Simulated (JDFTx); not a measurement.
# MnS (F-43m) in JDFTx: notebook, part 2 of 2

JDFTx 1.7.0 (patched build). Earlier steps stand in the parts before.

## 4. Band structure, PBEsol, collinear spin, ferromagnetic start

The input, bands.in:

```
lattice \
    0.0000000000     4.6741684414     4.6741684414 \
    4.6741684414     0.0000000000     4.6741684414 \
    4.6741684414     4.6741684414     0.0000000000
coords-type Lattice
ion Mn     0.0000000000     0.0000000000     0.0000000000 1
ion S      0.7500000000     0.7500000000     0.7500000000 1

ion-species pseudo/Mn.upf
ion-species pseudo/S.upf
elec-cutoff 48 384
elec-ex-corr gga-PBEsol
elec-smearing Fermi 0.0018374661
elec-n-bands 19
spintype z-spin
initial-magnetic-moments Mn 4
elec-initial-magnetization 0.2762 yes
electronic-minimize nIterations 30 energyDiffThreshold 1e-06
davidson-band-ratio 1.3
forces-output-coords Cartesian
include path.kpoints
symmetries none
fix-electron-density run.$VAR

dump-name bands.$VAR
dump End Ecomponents EigStats BandEigs Kpoints Forces
```

The input, path.kpoints:

```
kpoint +0.0000000000 +0.0000000000 +0.0000000000 0.020000000000
kpoint +0.0714285714 +0.0000000000 +0.0714285714 0.020000000000
kpoint +0.1428571429 +0.0000000000 +0.1428571429 0.020000000000
kpoint +0.2142857143 +0.0000000000 +0.2142857143 0.020000000000
kpoint +0.2857142857 +0.0000000000 +0.2857142857 0.020000000000
kpoint +0.3571428571 +0.0000000000 +0.3571428571 0.020000000000
kpoint +0.4285714286 +0.0000000000 +0.4285714286 0.020000000000
kpoint +0.5000000000 +0.0000000000 +0.5000000000 0.020000000000
kpoint +0.5000000000 +0.0833333333 +0.5833333333 0.020000000000
kpoint +0.5000000000 +0.1666666667 +0.6666666667 0.020000000000
kpoint +0.5000000000 +0.2500000000 +0.7500000000 0.020000000000
kpoint +0.4375000000 +0.3125000000 +0.7500000000 0.020000000000
kpoint +0.3750000000 +0.3750000000 +0.7500000000 0.020000000000
kpoint +0.3281250000 +0.3281250000 +0.6562500000 0.020000000000
kpoint +0.2812500000 +0.2812500000 +0.5625000000 0.020000000000
kpoint +0.2343750000 +0.2343750000 +0.4687500000 0.020000000000
kpoint +0.1875000000 +0.1875000000 +0.3750000000 0.020000000000
kpoint +0.1406250000 +0.1406250000 +0.2812500000 0.020000000000
kpoint +0.0937500000 +0.0937500000 +0.1875000000 0.020000000000
kpoint +0.0468750000 +0.0468750000 +0.0937500000 0.020000000000
kpoint +0.0000000000 +0.0000000000 +0.0000000000 0.020000000000
kpoint +0.0833333333 +0.0833333333 +0.0833333333 0.020000000000
kpoint +0.1666666667 +0.1666666667 +0.1666666667 0.020000000000
kpoint +0.2500000000 +0.2500000000 +0.2500000000 0.020000000000
kpoint +0.3333333333 +0.3333333333 +0.3333333333 0.020000000000
kpoint +0.4166666667 +0.4166666667 +0.4166666667 0.020000000000
kpoint +0.5000000000 +0.5000000000 +0.5000000000 0.020000000000
kpoint +0.5250000000 +0.4500000000 +0.5250000000 0.020000000000
kpoint +0.5500000000 +0.4000000000 +0.5500000000 0.020000000000
kpoint +0.5750000000 +0.3500000000 +0.5750000000 0.020000000000
kpoint +0.6000000000 +0.3000000000 +0.6000000000 0.020000000000
kpoint +0.6250000000 +0.2500000000 +0.6250000000 0.020000000000
kpoint +0.5625000000 +0.2500000000 +0.6875000000 0.020000000000
kpoint +0.5000000000 +0.2500000000 +0.7500000000 0.020000000000
kpoint +0.5000000000 +0.2916666667 +0.7083333333 0.020000000000
kpoint +0.5000000000 +0.3333333333 +0.6666666667 0.020000000000
kpoint +0.5000000000 +0.3750000000 +0.6250000000 0.020000000000
kpoint +0.5000000000 +0.4166666667 +0.5833333333 0.020000000000
kpoint +0.5000000000 +0.4583333333 +0.5416666667 0.020000000000
kpoint +0.5000000000 +0.5000000000 +0.5000000000 0.020000000000
kpoint +0.4791666667 +0.4791666667 +0.5416666667 0.020000000000
kpoint +0.4583333333 +0.4583333333 +0.5833333333 0.020000000000
kpoint +0.4375000000 +0.4375000000 +0.6250000000 0.020000000000
kpoint +0.4166666667 +0.4166666667 +0.6666666667 0.020000000000
kpoint +0.3958333333 +0.3958333333 +0.7083333333 0.020000000000
kpoint +0.3750000000 +0.3750000000 +0.7500000000 0.020000000000
kpoint +0.6250000000 +0.2500000000 +0.6250000000 0.020000000000
kpoint +0.5833333333 +0.1666666667 +0.5833333333 0.020000000000
kpoint +0.5416666667 +0.0833333333 +0.5416666667 0.020000000000
kpoint +0.5000000000 +0.0000000000 +0.5000000000 0.020000000000
```

Potentials or basis: PseudoDojo-SR-PBEsol-0.4.1-standard with smoothed tails.

The run is started by

```console
> jdftx -c 1 -i bands.in -o bands.out
```

The program printed:

```text
*************** JDFTx 1.7.0 (patched build) ***************

Input parsed successfully to the following command list (including defaults):
[... the input with its defaults ...]

---------- Initializing the Grid ----------
R =
[            0      4.67417      4.67417  ]
[      4.67417            0      4.67417  ]
[      4.67417      4.67417            0  ]
unit cell volume = 204.241
G =
[  -0.672118   0.672118   0.672118  ]
[   0.672118  -0.672118   0.672118  ]
[   0.672118   0.672118  -0.672118  ]
Minimum fftbox size, Smin = [  60  60  60  ]
Chosen fftbox size, S = [  60  60  60  ]

---------- Initializing tighter grid for wavefunction operations ----------
R =
[            0      4.67417      4.67417  ]
[      4.67417            0      4.67417  ]
[      4.67417      4.67417            0  ]
unit cell volume = 204.241
G =
[  -0.672118   0.672118   0.672118  ]
[   0.672118  -0.672118   0.672118  ]
[   0.672118   0.672118  -0.672118  ]
Minimum fftbox size, Smin = [  44  44  44  ]
Chosen fftbox size, S = [  48  48  48  ]

---------- Exchange Correlation functional ----------
Initalized PBEsol GGA exchange.
Initalized PBEsol GGA correlation.

---------- Setting up pseudopotentials ----------
Width of ionic core gaussian charges (only for fluid interactions / plotting) set to 0

Reading pseudopotential file 'pseudo/Mn.upf':
  'Mn' pseudopotential, 'PBESOL' functional
  Generated using ONCVPSP code by D. R. Hamann
  15 valence electrons, 4 orbitals, 6 projectors, 1001 radial grid points, with lMax = 2
    3S    l: 0   occupation:  2.0   eigenvalue: -3.147368
    3P    l: 1   occupation:  6.0   eigenvalue: -2.002196
    3D    l: 2   occupation:  5.0   eigenvalue: -0.249683
    4S    l: 0   occupation:  2.0   eigenvalue: -0.188339
  Core radius for overlap checks: 1.55 bohrs.

Reading pseudopotential file 'pseudo/S.upf':
  'S' pseudopotential, 'PBESOL' functional
  Generated using ONCVPSP code by D. R. Hamann
  6 valence electrons, 2 orbitals, 6 projectors, 1001 radial grid points, with lMax = 2
    3S    l: 0   occupation:  2.0   eigenvalue: -0.631879
    3P    l: 1   occupation:  4.0   eigenvalue: -0.256451
  Core radius for overlap checks: 1.58 bohrs.

Initialized 2 species with 2 total atoms.

Folded 50 k-points by 1x1x1 to 50 k-points.

---------- Setting up k-points, bands, fillings ----------
No reducable k-points.
Computing the number of bands and number of electrons
Calculating initial fillings.
nElectrons:  21.000000   nBands: 19   nStates: 100

----- Setting up reduced wavefunction bases (one per k-point) -----
average nbasis = 3245.020 , ideal nbasis = 3244.135

---------- Setting up ewald sum ----------
Optimum gaussian width for ewald sums = 2.122926 bohr.
Real space sum over 1331 unit cells with max indices [  5  5  5  ]
Reciprocal space sum over 2197 terms with max indices [  6  6  6  ]

---------- Allocating electronic variables ----------
Reading n_up from file 'run.n_up' ... done
Reading n_dn from file 'run.n_dn' ... done
Initializing wave functions:  linear combination of atomic orbitals
Note: number of bands (19) exceeds available atomic orbitals (14)

----------- Band structure minimization -------------
Minimization will be done independently for each quantum number.

---- Minimization of quantum number:     0  [ +0.0000000 +0.0000000 +0.0000000 ]  0.020000000  spin +1 ----
BandDavidson: Iter:   0  Eband: +0.057339389679923
BandDavidson: Iter:   1  Eband: +0.031212795951762  dEband: -2.612659e-02
BandDavidson: Iter:   2  Eband: +0.024447764457184  dEband: -6.765031e-03
BandDavidson: Iter:   3  Eband: +0.023590809313079  dEband: -8.569551e-04
[... 1250 lines of inner loops ...]
BandDavidson: Iter:  10  Eband: +0.028909540431642  dEband: -1.248137e-06
BandDavidson: Iter:  11  Eband: +0.028909088809079  dEband: -4.516226e-07
BandDavidson: Converged (dEband<1.000000e-06)
	FillingsUpdate:  mu: +0.425000479  nElectrons: 21.000000  magneticMoment: [ Abs: 0.29865  Tot: +0.27620 ]
WARNING: these k-points are no uniform mesh, so that mu and the fillings of partly filled bands are only those of these points: take mu from the calculation that made the density or potential.

Dumping 'bands.eigStats' ...
	eMin: -2.467936 at state 0 ( [ +0.000000 +0.000000 +0.000000 ] spin 1 )
	HOMO: +0.425573 at state 57 ( [ +0.500000 +0.000000 +0.500000 ] spin -1 )
	mu  : +0.425000
	LUMO: +0.425831 at state 98 ( [ -0.458333 +0.083333 -0.458333 ] spin -1 )
	eMax: +1.033319 at state 83 ( [ +0.500000 +0.250000 -0.250000 ] spin -1 )
	HOMO-LUMO gap: +0.000258
	Optical gap  : +0.005799 at state 99 ( [ +0.500000 +0.000000 +0.500000 ] spin -1 )
Done!
[note: mu, HOMO and LUMO in a band run belong to the points of the path alone and aren't those of the crystal]
```

Wall time 89 s (1 thread of Arm Neoverse V2, shared host); peak memory 0.18 GiB.

Results:

- Band gap along the path: none (metal or under the smearing width)

Levels at the corners of the path, in eV from the Fermi level:
Spin up:
```csv
point,band 8,band 9,band 10,band 11,band 12,band 13,band 14
Γ,-4.76,-0.91,-0.91,3.63,3.63,3.63,3.65
X,-4.08,-1.85,-0.32,-0.25,0.13,0.13,5.41
W,-4.21,-1.94,-1.09,-0.25,0.37,1.22,6.99
K,-4.17,-1.83,-0.70,-0.45,0.65,0.94,5.92
Γ,-4.76,-0.91,-0.91,3.63,3.63,3.63,3.65
L,-4.47,-0.65,-0.65,-0.45,1.84,1.84,5.35
U,-4.17,-1.83,-0.70,-0.45,0.65,0.94,5.92
W,-4.21,-1.94,-1.09,-0.25,0.37,1.22,6.99
L,-4.47,-0.65,-0.65,-0.45,1.84,1.84,5.35
K,-4.17,-1.83,-0.70,-0.45,0.65,0.94,5.92
U,-4.17,-1.83,-0.70,-0.45,0.65,0.94,5.92
X,-4.08,-1.85,-0.32,-0.25,0.13,0.13,5.41
```
Spin down:
```
point  band 8  band 9  band 10  band 11  band 12  band 13
    Γ   -4.69   -0.60    -0.60     3.68     3.74     3.74
    X   -4.04   -1.74    -0.06     0.10     0.29     0.29
    W   -4.19   -1.81    -0.89     0.08     0.54     1.48
    K   -4.12   -1.69    -0.44    -0.24     0.88     1.15
    Γ   -4.69   -0.60    -0.60     3.68     3.74     3.74
    L   -4.39   -0.36    -0.36    -0.29     1.97     1.97
    U   -4.12   -1.69    -0.44    -0.24     0.88     1.15
    W   -4.19   -1.81    -0.89     0.08     0.54     1.48
    L   -4.39   -0.36    -0.36    -0.29     1.97     1.97
    K   -4.12   -1.69    -0.44    -0.24     0.88     1.15
    U   -4.12   -1.69    -0.44    -0.24     0.88     1.15
    X   -4.04   -1.74    -0.06     0.10     0.29     0.29
```

Caveat: semilocal functionals often make such compounds metallic where correlation or magnetic order opens a gap, which also shifts bond lengths.

## 5. For comparison

An earlier run on the cell as given: functional PBEsol; potentials or basis PseudoDojo-SR-PBEsol-0.4.1-standard with smoothed tails; cutoff 1306 eV; density cutoff 10449 eV; k mesh 9 × 9 × 9; occupations fermi-dirac, width 0.05 eV; collinear spin, ferromagnetic start; starting moments [4.0, 0.0] μB.

- Pressure: -3.1 GPa
- Band gap on the k mesh: none (metal or under the smearing width)
- Net moment: 0.28 μB per cell
- Absolute moment: 0.30 μB per cell
- Site moments: Mn +0.28; S -0.01 μB
